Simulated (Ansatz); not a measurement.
**WSe2: the gap against volume**

WSe2, P6_3/mmc, a = 3.231 Å, c = 12.417 Å. Ansatz: PBEsol+D3(BJ), PAW, 420 eV, Γ-centred 12×12×4 mesh on 6 atoms, Gaussian smearing 0.02 eV; no spin polarisation. Shape and atoms are relaxed at each volume; x = ln(V/V0) with V0 = 18.708 Å³/atom. The gap is read at the mesh points alone.

| x | gap y (eV) |
| --- | --- |
| -0.1278 | 0.243 |
| -0.0943 | ? |
| -0.0619 | 0.489 |
| -0.0305 | 0.598 |
| 0.0000 | 0.707 |
| 0.0296 | 0.812 |
| 0.0583 | 0.918 |
| 0.0953 | 1.064 |

Problem. Fit a straight line to the other rows, give the volume deformation potential of the gap and its pressure coefficient, and predict the missing gap. B0 = 66.5 GPa.

Solution. Means x = -0.005286, y = 0.69014; Σ(Δx)² = 0.03426, ΣΔxΔy = 0.1249; the slope is their ratio. y = 0.7094 + 3.647 x. The slope is the deformation potential a = dE_g/d ln V = 3.65 eV, and dE_g/dP = −a/B0 = -54.8 meV/GPa. At x = -0.0943 the fit asked for gives 0.365 eV. The run gave 0.370 eV, so the fit is 0.005 eV too low, within twice the rms miss on the fitted rows (0.004 eV).

Spin-orbit coupling is left out, which matters for the bands of heavy elements. Semilocal functionals give gaps under the measured ones; changes of the gap mostly carry over better.

Cost: 8 runs of about 8.4 core-minutes in all, on Intel Xeon 6975P-C (Granite Rapids) (shared hosts).